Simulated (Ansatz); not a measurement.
# O on Ni(110): change of the work function

How does O on the hollow site change the work function of Ni(110) as the layer fills?

Main program and level: Ansatz 0.2.0; plane-wave DFT, PBE, Ansatz PAW.

## 1. Starting point

The cell holds 5 atoms: 5 Ni. Cell: a = 3.520 Å, b = 2.489 Å, c = 22.978 Å, α = 90.0°, β = 90.0°, γ = 90.0°. Vacuum lies along c.

## 2. The clean slab

The bare slab comes first, as the zero from which every change is counted. The two lowest layers are held at bulk places and the upper ones relax. The dipole correction removes the false field that a one-sided slab makes across the periodic vacuum, so each face gets a flat vacuum level of its own.

Input file input.yaml:

```yaml
crystal:
  lattice:
    - [3.52, 0.0, 0.0]
    - [0.0, 2.4890158698, 0.0]
    - [0.0, 0.0, 22.9780317396]
  atoms:
    - { symbol: Ni, position: [0.0, 0.0, 0.3916784563], spin: 0.7 }
    - { symbol: Ni, position: [0.5, 0.5, 0.4458392281], spin: 0.7 }
    - { symbol: Ni, position: [0.0, 0.0, 0.5], spin: 0.7 }
    - { symbol: Ni, position: [0.5, 0.5, 0.5541607719], spin: 0.7 }
    - { symbol: Ni, position: [0.0, 0.0, 0.6083215437], spin: 0.7 }
magnetization:
  spin_polarized: true
kpoints:
  mp_grid: { grid: [9, 12, 1] }
hamiltonian:
  xc: pbe
scf:
  occupations: { method: fermi_dirac, width: 0.1 }
  convergence: { dr2_threshold: 1.0e-08 }
efield:
  axis: 3
  dipole_correction: true
  ramp_position: 0.97
  ramp_width: 0.06
relax:
  f_tol: 0.02
  max_steps: 60
  constraints: [{ sites: [0, 1] }]
output:
  write_potential: true
  write_density: true
  volumetric_format: npy
```

Started as:

```sh
$ ansatz run input.yaml --threads 4 --pin off --max-ram 12288MiB --backend cpu --events-out ev --progress --plain --runs-dir out
```

Numbers of over 12 decimals in the logs are rounded to 6 here.

The program printed:

```text
Engine: ansatz 0.2.0, aarch64-unknown-linux-gnu
Pseudopotentials: kind: paw
Pseudopotential: Ni, paw, valence charge 18, recommended cutoff 420 eV (normal), Ni.paw.azcp
Functional definition: PBE
  parameter kappa = 0.804
  parameter beta = 0.066725
  exchange = pbe_x(kappa = kappa, mu = beta*pi^2/3)
  correlation = pbe_c(beta = beta)
Crystal: 5 atoms, lattice volume = 201.318 Å³
Basis set: ecut = 420 eV, 3931 PW (Γ), exchange–correlation on 48×36×320 points (8 copies of the dense FFT grid, shifted against one another)
Bands: 57, of which v1, the nominal top of the filled ones, is band 45 counted from 1 (44 counted from 0)
Symmetry: 4 space group operations
k-points: 35 of 108
Non-local potential: Ni, projectors of the file, l = 0: 3, l = 1: 2, l = 2: 3, l = 3: 1
PAW form: soft (Blöchl's): semilocal exchange-correlation on the pseudo side does not see the compensation charge
PAW one-centre angular grid: Ni, 590 points (default); XC on 64 Gauss nodes
Initial density: superposition of atomic densities (neutral atoms: chi_scale 0, normalization atom)
Starting moments: Σ|m| = 3.5 μB on 5 of 5 sites
Initial wavefunctions: pseudopotential atomic-orbital guess
Functional: x = pbe(κ = 0.804, μ = 0.219515), c = pbe(β = 0.066725)
SCF iter   1: F=—  HF=-29191.343229 eV  |F-HF|=—  |Δ(HF+E_count)|=         —  Δρ=2.20e-2 (↑1.67e-2 ↓2.20e-2)  dr2=5.31e0  dr2_m=3.78e-1  M=3.819 μB ∫|m|=3.978 μB  β_m=1.00  ethr=3.10e-3  p=0.000 e·Å  D=5.36e-14 V/Å  ΔV_dip=-0.00 eV  dr2_dipole=2.12e-8  V_vac-E_F(+/−)=7.07/7.07 eV  ⟨swp⟩=11.1  Hψ=20992  notcnv=0  defer=76
Mixer restart at iter 1: flushing history
efield: sawtooth ramp at fractional position 0.9700 (set: `efield.ramp_position`, or a place that a band, a saddle search or an elastic batch's reference lends), width 0.0600; the density the first Hamiltonian is built on has a dipole p = 0.000 e·Å; the dipole correction subtracts the counter field D = 5.36e-14 V/Å, which shifts the + side's vacuum level by -0.00 eV against the − side's; the planar-averaged density in the ramp window peaks in size at 1.0e-5 e/Å³
preconditioner: auto → LDOS  [metal: Δε(μ)=0.009 eV  Ē_g=7.105 eV  σ=0.100 eV  W_gap=0.02  n_scr=38 (ndim 8)  ℏωp=18.5 eV  f_vac=0.647  D(μ)=10.96/eV (n_scr^D=98)]
spin=Collinear: LDOS preconditioning applied to the charge; magnetization (m = ρ↑ − ρ↓) channel mixes plain (no charge-response kernel on spin).
SCF iter   2: F=—  HF=-29192.104202 eV  |F-HF|=—  |Δ(HF+E_count)|=   7.61e-1  Δρ=1.32e-2 (↑1.32e-2 ↓9.92e-3)  dr2=1.36e0  dr2_m=1.26e-2  M=3.828 μB ∫|m|=4.138 μB  β_m=0.35  ethr=3.10e-3  p=-0.000 e·Å  D=-1.56e-5 V/Å  ΔV_dip=0.00 eV  dr2_dipole=4.18e-8  V_vac-E_F(+/−)=6.04/6.04 eV  ⟨swp⟩=3.0  Hψ=6926  notcnv=0  defer=167
density mixer auto → msr1: a metal under ldos (density of states about μ 3.90 of a free-electron gas's, 38 screened modes)
SCF iter   3: F=—  HF=-29194.276114 eV  |F-HF|=—  |Δ(HF+E_count)|=    2.17e0  Δρ=4.25e-3 (↑3.61e-3 ↓4.25e-3)  dr2=1.64e-1  dr2_m=2.88e-3  M=3.853 μB ∫|m|=4.220 μB  β_m=0.43  ethr=1.51e-3  p=-0.000 e·Å  D=-2.76e-5 V/Å  ΔV_dip=0.00 eV  dr2_dipole=6.47e-8  V_vac-E_F(+/−)=5.34/5.34 eV  ⟨swp⟩=3.3  Hψ=6600  notcnv=0  defer=174
SCF iter   4: F=—  HF=-29195.630513 eV  |F-HF|=—  |Δ(HF+E_count)|=         —  Δρ=5.58e-3 (↑4.17e-3 ↓5.58e-3)  dr2=1.22e-1  dr2_m=4.11e-3  M=3.828 μB ∫|m|=4.258 μB  β_m=0.43  ethr=1.83e-4  p=-0.000 e·Å  D=-1.95e-5 V/Å  ΔV_dip=0.00 eV  dr2_dipole=1.48e-8  V_vac-E_F(+/−)=4.87/4.87 eV  ⟨swp⟩=2.8  Hψ=6835  notcnv=0  defer=168
SCF iter   5: F=—  HF=-29196.012952 eV  |F-HF|=—  |Δ(HF+E_count)|=   3.82e-1  Δρ=4.20e-3 (↑1.29e-3 ↓4.20e-3)  dr2=3.85e-2  dr2_m=6.49e-3  M=3.724 μB ∫|m|=4.167 μB  β_m=0.72  ethr=1.36e-4  p=-0.000 e·Å  D=-2.05e-5 V/Å  ΔV_dip=0.00 eV  dr2_dipole=1.59e-8  V_vac-E_F(+/−)=4.74/4.74 eV  ⟨swp⟩=2.1  Hψ=6403  notcnv=0  defer=165
SCF iter   6: F=—  HF=-29196.161058 eV  |F-HF|=—  |Δ(HF+E_count)|=   1.48e-1  Δρ=3.81e-3 (↑1.38e-3 ↓3.81e-3)  dr2=3.09e-2  dr2_m=3.86e-3  M=3.598 μB ∫|m|=4.049 μB  β_m=0.86  ethr=4.28e-5  p=-0.000 e·Å  D=-1.07e-5 V/Å  ΔV_dip=0.00 eV  dr2_dipole=1.99e-9  V_vac-E_F(+/−)=4.62/4.62 eV  ⟨swp⟩=2.3  Hψ=6477  notcnv=0  defer=161
SCF iter   7: F=—  HF=-29196.163320 eV  |F-HF|=—  |Δ(HF+E_count)|=   2.26e-3  Δρ=1.25e-3 (↑8.63e-4 ↓1.25e-3)  dr2=4.92e-3  dr2_m=2.80e-4  M=3.586 μB ∫|m|=4.034 μB  β_m=0.70  ethr=3.43e-5  p=-0.000 e·Å  D=-9.01e-6 V/Å  ΔV_dip=0.00 eV  dr2_dipole=8.81e-9  V_vac-E_F(+/−)=4.56/4.56 eV  ⟨swp⟩=2.1  Hψ=6671  notcnv=0  defer=171
SCF iter   8: F=—  HF=-29196.162154 eV  |F-HF|=—  |Δ(HF+E_count)|=   1.17e-3  Δρ=4.35e-4 (↑1.16e-4 ↓4.35e-4)  dr2=4.38e-4  dr2_m=1.22e-4  M=3.583 μB ∫|m|=4.032 μB  β_m=0.83  ethr=5.47e-6  p=-0.000 e·Å  D=-1.08e-6 V/Å  ΔV_dip=0.00 eV  dr2_dipole=3.62e-11  V_vac-E_F(+/−)=4.56/4.56 eV  ⟨swp⟩=2.0  Hψ=6240  notcnv=0  defer=177
SCF iter   9: F=—  HF=-29196.162151 eV  |F-HF|=—  |Δ(HF+E_count)|=   2.90e-6  Δρ=1.38e-4 (↑1.38e-4 ↓1.21e-4)  dr2=2.86e-5  dr2_m=1.86e-5  M=3.581 μB ∫|m|=4.031 μB  β_m=0.91  ethr=4.87e-7  p=-0.000 e·Å  D=-3.60e-6 V/Å  ΔV_dip=0.00 eV  dr2_dipole=1.01e-10  V_vac-E_F(+/−)=4.53/4.53 eV  ⟨swp⟩=2.7  Hψ=6468  notcnv=0  defer=178
SCF iter  10: F=—  HF=-29196.162167 eV  |F-HF|=—  |Δ(HF+E_count)|=   1.58e-5  Δρ=1.42e-4 (↑7.88e-5 ↓1.42e-4)  dr2=5.94e-5  dr2_m=3.60e-6  M=3.580 μB ∫|m|=4.031 μB  β_m=0.91  ethr=3.18e-8  p=0.000 e·Å  D=6.03e-6 V/Å  ΔV_dip=-0.00 eV  dr2_dipole=5.91e-9  V_vac-E_F(+/−)=4.53/4.53 eV  ⟨swp⟩=2.5  Hψ=7734  notcnv=0  defer=179
SCF iter  11: F=—  HF=-29196.162159 eV  |F-HF|=—  |Δ(HF+E_count)|=   8.09e-6  Δρ=2.65e-5 (↑2.44e-5 ↓2.65e-5)  dr2=2.42e-6  dr2_m=4.04e-7  M=3.580 μB ∫|m|=4.031 μB  β_m=0.85  ethr=3.18e-8  p=-0.000 e·Å  D=-5.31e-6 V/Å  ΔV_dip=0.00 eV  dr2_dipole=2.07e-10  V_vac-E_F(+/−)=4.53/4.53 eV  ⟨swp⟩=2.1  Hψ=6113  notcnv=0  defer=179
SCF iter  12: F=—  HF=-29196.162160 eV  |F-HF|=—  |Δ(HF+E_count)|=   5.72e-7  Δρ=1.98e-5 (↑1.28e-5 ↓1.98e-5)  dr2=1.11e-6  dr2_m=9.09e-8  M=3.580 μB ∫|m|=4.031 μB  β_m=0.66  ethr=2.68e-9  p=0.000 e·Å  D=8.21e-6 V/Å  ΔV_dip=-0.00 eV  dr2_dipole=2.91e-9  V_vac-E_F(+/−)=4.53/4.53 eV  ⟨swp⟩=3.2  Hψ=8640  notcnv=0  defer=178
SCF iter  13: F=—  HF=-29196.162159 eV  |F-HF|=—  |Δ(HF+E_count)|=   1.84e-7  Δρ=6.85e-6 (↑3.61e-6 ↓6.85e-6)  dr2=1.15e-7  dr2_m=2.27e-8  M=3.580 μB ∫|m|=4.031 μB  β_m=0.69  ethr=1.24e-9  p=-0.000 e·Å  D=-1.73e-6 V/Å  ΔV_dip=0.00 eV  dr2_dipole=7.16e-9  V_vac-E_F(+/−)=4.53/4.53 eV  ⟨swp⟩=2.0  Hψ=5678  notcnv=0  defer=178
[...]
spin=Collinear: LDOS preconditioning applied to the charge; magnetization (m = ρ↑ − ρ↓) channel mixes plain (no charge-response kernel on spin).
SCF iter   2: F=—  HF=-29196.212247 eV  |F-HF|=—  |Δ(HF+E_count)|=   8.91e-7  Δρ=1.13e-4 (↑1.13e-4 ↓1.10e-4)  dr2=1.21e-4  dr2_m=7.33e-7  M=3.555 μB ∫|m|=3.999 μB  β_m=0.33  ethr=5.24e-7  p=-0.003 e·Å  D=-3.11e-3 V/Å  ΔV_dip=0.07 eV  dr2_dipole=3.46e-5  V_vac-E_F(+/−)=4.57/4.50 eV  ⟨swp⟩=2.1  Hψ=5903  notcnv=0  defer=187
density mixer auto → msr1: a metal under ldos (density of states about μ 3.49 of a free-electron gas's, 38 screened modes)
SCF iter   3: F=—  HF=-29196.212243 eV  |F-HF|=—  |Δ(HF+E_count)|=   4.09e-6  Δρ=9.97e-5 (↑9.97e-5 ↓5.88e-5)  dr2=2.15e-5  dr2_m=4.89e-6  M=3.555 μB ∫|m|=3.999 μB  β_m=0.41  ethr=1.34e-7  p=-0.004 e·Å  D=-3.22e-3 V/Å  ΔV_dip=0.07 eV  dr2_dipole=3.83e-6  V_vac-E_F(+/−)=4.57/4.49 eV  ⟨swp⟩=1.8  Hψ=4587  notcnv=0  defer=187
SCF iter   4: F=—  HF=-29196.212249 eV  |F-HF|=—  |Δ(HF+E_count)|=   6.22e-6  Δρ=5.63e-5 (↑5.63e-5 ↓4.12e-5)  dr2=1.02e-5  dr2_m=2.92e-6  M=3.555 μB ∫|m|=3.999 μB  β_m=0.51  ethr=2.39e-8  p=-0.004 e·Å  D=-3.22e-3 V/Å  ΔV_dip=0.07 eV  dr2_dipole=1.89e-6  V_vac-E_F(+/−)=4.57/4.49 eV  ⟨swp⟩=2.0  Hψ=5485  notcnv=0  defer=187
SCF iter   5: F=—  HF=-29196.212254 eV  |F-HF|=—  |Δ(HF+E_count)|=   4.51e-6  Δρ=2.95e-5 (↑2.31e-5 ↓2.95e-5)  dr2=3.27e-7  dr2_m=1.16e-6  M=3.555 μB ∫|m|=4.000 μB  β_m=0.75  ethr=1.13e-8  p=-0.004 e·Å  D=-3.21e-3 V/Å  ΔV_dip=0.07 eV  dr2_dipole=3.88e-9  V_vac-E_F(+/−)=4.57/4.49 eV  ⟨swp⟩=2.5  Hψ=6450  notcnv=0  defer=187
SCF iter   6: F=—  HF=-29196.212255 eV  |F-HF|=—  |Δ(HF+E_count)|=   1.53e-6  Δρ=1.60e-5 (↑1.60e-5 ↓1.35e-5)  dr2=6.84e-7  dr2_m=1.78e-7  M=3.556 μB ∫|m|=4.000 μB  β_m=0.83  ethr=3.64e-10  p=-0.004 e·Å  D=-3.22e-3 V/Å  ΔV_dip=0.07 eV  dr2_dipole=5.67e-8  V_vac-E_F(+/−)=4.57/4.49 eV  ⟨swp⟩=2.8  Hψ=8101  notcnv=0  defer=186
SCF iter   7: F=—  HF=-29196.212256 eV  |F-HF|=—  |Δ(HF+E_count)|=   3.92e-7  Δρ=1.68e-5 (↑1.68e-5 ↓1.42e-5)  dr2=1.44e-6  dr2_m=1.42e-8  M=3.556 μB ∫|m|=4.000 μB  β_m=0.60  ethr=3.64e-10  p=-0.004 e·Å  D=-3.20e-3 V/Å  ΔV_dip=0.07 eV  dr2_dipole=1.20e-7  V_vac-E_F(+/−)=4.57/4.49 eV  ⟨swp⟩=3.0  Hψ=7932  notcnv=0  defer=186
SCF iter   8: F=—  HF=-29196.212255 eV  |F-HF|=—  |Δ(HF+E_count)|=   4.02e-7  Δρ=3.08e-6 (↑1.65e-6 ↓3.08e-6)  dr2=4.89e-9  dr2_m=8.77e-9  M=3.556 μB ∫|m|=4.000 μB  β_m=0.80  ethr=3.64e-10  p=-0.004 e·Å  D=-3.21e-3 V/Å  ΔV_dip=0.07 eV  dr2_dipole=3.04e-11  V_vac-E_F(+/−)=4.57/4.49 eV  ⟨swp⟩=2.2  Hψ=7237  notcnv=0  defer=186
SCF iter   9: F=—  HF=-29196.212255 eV  |F-HF|=—  |Δ(HF+E_count)|=   5.87e-8  Δρ=1.52e-6 (↑1.14e-6 ↓1.52e-6)  dr2=1.20e-8  dr2_m=3.48e-10  M=3.556 μB ∫|m|=4.000 μB  β_m=0.67  ethr=5.43e-12  p=-0.004 e·Å  D=-3.21e-3 V/Å  ΔV_dip=0.07 eV  dr2_dipole=5.67e-10  V_vac-E_F(+/−)=4.57/4.49 eV  ⟨swp⟩=3.0  Hψ=8968  notcnv=0  defer=186
SCF iter  10: F=—  HF=-29196.212255 eV  |F-HF|=—  |Δ(HF+E_count)|=  7.06e-10  Δρ=9.62e-7 (↑7.63e-7 ↓9.62e-7)  dr2=3.57e-9  dr2_m=1.09e-10  M=3.556 μB ∫|m|=4.000 μB  β_m=0.55  ethr=5.43e-12  p=-0.004 e·Å  D=-3.21e-3 V/Å  ΔV_dip=0.07 eV  dr2_dipole=1.50e-10  V_vac-E_F(+/−)=4.57/4.49 eV  ⟨swp⟩=2.1  Hψ=7028  notcnv=0  defer=186
SCF iter  11: F=—  HF=-29196.212255 eV  |F-HF|=—  |Δ(HF+E_count)|=   2.08e-9  Δρ=1.72e-6 (↑1.87e-7 ↓1.72e-6)  dr2=1.10e-8  dr2_m=1.13e-9  M=3.556 μB ∫|m|=4.000 μB  β_m=0.59  ethr=3.96e-12  p=-0.004 e·Å  D=-3.21e-3 V/Å  ΔV_dip=0.07 eV  dr2_dipole=9.45e-10  V_vac-E_F(+/−)=4.57/4.49 eV  ⟨swp⟩=2.0  Hψ=5645  notcnv=0  defer=186
SCF iter  12: F=-29196.212255 eV  HF=-29196.212255 eV  |F-HF|=2.59e-9  |Δ(HF+E_count)|=  3.64e-11  Δρ=9.71e-7 (↑5.98e-8 ↓9.71e-7)  dr2=2.99e-9  dr2_m=4.13e-10  M=3.556 μB ∫|m|=4.000 μB  ethr=3.96e-12  p=-0.004 e·Å  D=-3.21e-3 V/Å  ΔV_dip=0.07 eV  dr2_dipole=1.81e-10  V_vac-E_F(+/−)=4.57/4.49 eV  ⟨swp⟩=6.0  Hψ=21435  notcnv=0
SCF 4 converged in 12 iterations: F = -29196.212255 eV  dr2 = 2.99e-9
relax step   4: F+E_penalty+E_count = -29196.21225549 eV  Δ(F+E_penalty+E_count) = -1.899e-4 eV  max|allowed force component| = 4.617e-3 eV/Å  Δτ_max = 0.0044 Å  (12 SCF iters, accepted)
NSCF: frozen V_eff on 35 k-points
the band table was solved once a step of the walk had ended and its energy, with any forces and stress, was formed, with the checks that follow a solve (21363 applications of the Hamiltonian). They found nothing against the state; the energy, forces and stress were not computed again (output.eigenvalues in the input reference)
WARN: The output density's exchange-correlation potential varies sharply where the density is thin. Do not read a vacuum level from v_tot or v_xc, or from such a field of the output density. On a cell that repeats whose density bears no net charge and no dipole along the vacuum's axis use v_es (v_loc + v_h of the components); under efield.dipole_correction with no amplitude use v_es + v_field, which holds any externa [...]
SCF converged after 12 iterations
Magnetization: 3.5558 μB (46.7779 up, 43.2221 down)
Absolute magnetization: 4.0037 μB (∫|ρ↑−ρ↓|, with the PAW one-centre terms)
Spin contamination: 0.0487 ħ² per cell (⟨S²⟩ above its minimum at these occupations)
Per-site moments (μB) at R_I (Å): [(0.800919, 1.013387), (0.692782, 1.020119), (0.723428, 0.991969), (0.686288, 0.996901), (0.801323, 0.991969)]
Free energy (F): -29196.212255 eV
Harris-Foulkes:  -29196.212255 eV  (|F-HF|=2.59e-9)
Internal energy: -29195.909131 eV  (E = F + TS)
E sigma→0 (E₀):  -29196.060693 eV
Entropy (-TS):   -0.303125 eV (-60.625 meV/atom)
Fermi energy:    1.659019 eV
Dipole field:    D = -0.003232 V/Å  (p = -0.003596 e·Å, saw-weighted, corrected)
Work function:   Φ+ = 4.5658 eV   Φ− = 4.4916 eV
Levels:          The Fermi level and band energies are counted from a zero that moves with the ramp; work functions are not
--- Per-component energies (eV) ---
  E_band       = -2889.879871
  E_kinetic    = 1407.105043
  E_local      = -191035.573345  (includes V_loc(G=0)·N_el)
  E_nonlocal   = 3189.240097
  E_hartree    = 93365.607598
  E_xc         = -418.689267
  E_vxc        = -539.404272  (∫ρ·V_xc dr)
  E_paw        = -8157.582555  (= ΣΔE_a)
  E_vpaw       = -2642.452358  (= ΣTr[D̂ρ^β])
  E_aug_tail   = 0.002634  (compensation charges beyond the density's cutoff)
  E_efield     = 0.000006  (sawtooth field / dipole correction)
  E_vefield    = -0.006604  (∫n·V_field dr)
  E_ewald      = 72453.980658
  E_smearing   = -0.303125  (= −TS)
  E_closure    = 0.000000  (closes the sum)
  Σ components = -29196.212255   (vs F -29196.212255, Δ=0.00e0)
--- Forces (eV/Å), atoms counted from 1 ---
  atom   1  Ni     0.00000000     0.00000000     0.59855902
  atom   2  Ni     0.00000000     0.00000000    -0.59296374
  atom   3  Ni     0.00000000     0.00000000    -0.00461656
  atom   4  Ni     0.00000000     0.00000000    -0.00148598
  atom   5  Ni     0.00000000     0.00000000     0.00051423
  max |Σ_I F_I| component: 6.96e-6 eV/Å
--- Band table (eV; the first three rows and the last of 70) ---
  k-point 0 ↑: bands = [... 41 lower, 0.4571, 0.6708, 0.8069, 0.9434, 1.0063, 1.0252, 1.1549, 2.8797, ... 8 higher]
  k-point 1 ↑: bands = [... 41 lower, 0.5673, 0.6525, 0.6955, 0.9544, 1.0137, 1.0731, 1.1295, 3.0394, ... 8 higher]
  k-point 2 ↑: bands = [... 41 lower, 0.5959, 0.6536, 0.6550, 0.8893, 0.9290, 1.1505, 1.3933, 3.5056, ... 8 higher]
  k-point 34 ↓: bands = [... 41 lower, 1.8583, 1.8932, 1.9051, 2.0737, 2.7537, 3.0973, 5.3477, 5.8371, ... 8 higher]
--- Relaxed structure (4 steps of the walk, 4 accepted, 0 SCFs on fresh bases) ---
  F+E_penalty+E_count = -29196.21225549 eV   max|allowed force component| = 4.617e-3 eV/Å
  atoms:
    - { symbol: Ni, position: [0.0, 0.0, 0.3916784563] }
    - { symbol: Ni, position: [0.5, 0.5, 0.4458392281] }
    - { symbol: Ni, position: [0.0, 0.0, 0.498593] }
    - { symbol: Ni, position: [0.5, 0.5, 0.555691] }
    - { symbol: Ni, position: [0.0, 0.0, 0.603249] }
```

Wall time 2 min (4 threads of Arm Neoverse V1, shared host); peak memory 0.9 GiB; 7.7 min of CPU time.

Relaxation path:

```tsv
step	energy less that of the first step (eV)	largest force component (eV/Å)
1	0.0000	0.6635
2	-0.0286	0.4257
3	-0.0499	0.0543
4	-0.0501	0.0046
```

Forces are held to the 4 operations that the run works with; a distortion that breaks them can't arise in this run.

The atoms that moved most (Å):

```tsv
atom	dx	dy	dz	length
Ni5	0.000	0.000	-0.117	0.117
Ni4	0.000	0.000	0.035	0.035
Ni3	0.000	0.000	-0.032	0.032
```

Numbers from this step:

```yaml
energy_at_zero_smearing: -29196.0607 eV
total_moment: 3.556 μB
site_moments: 0.8009, 0.6928, 0.7234, 0.6863, 0.8013 μB
work_function_upper_face: 4.566 eV
work_function_lower_face: 4.492 eV
dipole_along_the_normal: -0.003596 e·Å
step_between_the_vacuum_levels: 0.07426 eV
```

Running mean over 1.245 Å of the planar mean; the ramp of the sawtooth is left out. The electron's electrostatic potential energy less the Fermi level by z:

```tsv
z (Å)	electron's electrostatic potential energy less the Fermi level (eV)
3.5	4.49
4.0	4.49
4.5	4.49
5.0	4.49
5.5	4.49
6.0	4.47
6.5	4.42
7.0	4.23
7.5	3.58
8.0	0.850
8.5	-4.71
9.0	-8.96
9.5	-10.1
10.0	-10.3
10.5	-10.7
11.0	-10.7
11.5	-10.2
12.0	-9.70
12.5	-10.1
13.0	-11.6
13.5	-11.6
14.0	-8.77
14.5	-3.14
15.0	2.02
15.5	3.94
16.0	4.39
16.5	4.51
17.0	4.55
17.5	4.56
18.0	4.56
18.5	4.57
19.0	4.57
19.5	4.57
```

Site moment by atom:

```tsv
atom	site moment (μB)
Ni1	0.801
Ni2	0.693
Ni3	0.723
Ni4	0.686
Ni5	0.801
```

The relaxation took 4 steps and lowered the energy by 0.050 eV; the largest force on the free atoms ends at 0.0046 eV/Å.

The work function of the upper face is 4.57 eV.

[end of part 1 of 6]

[Logs are printed without paths, hosts, clocks, repeated set-up lines and the standing remarks that a program may print on its own settings, such as how far it seeks lower states.]

[Hosts, paths, dates, database ids (printed as entryN), source tags and the programs' standing remarks are cut or masked in the printed files.]

[Maps of the electrostatic potential energy from Ansatz leave out the sawtooth potential of an applied field or a dipole correction, so their vacuum need not be flat; planar profiles and work functions include it.]
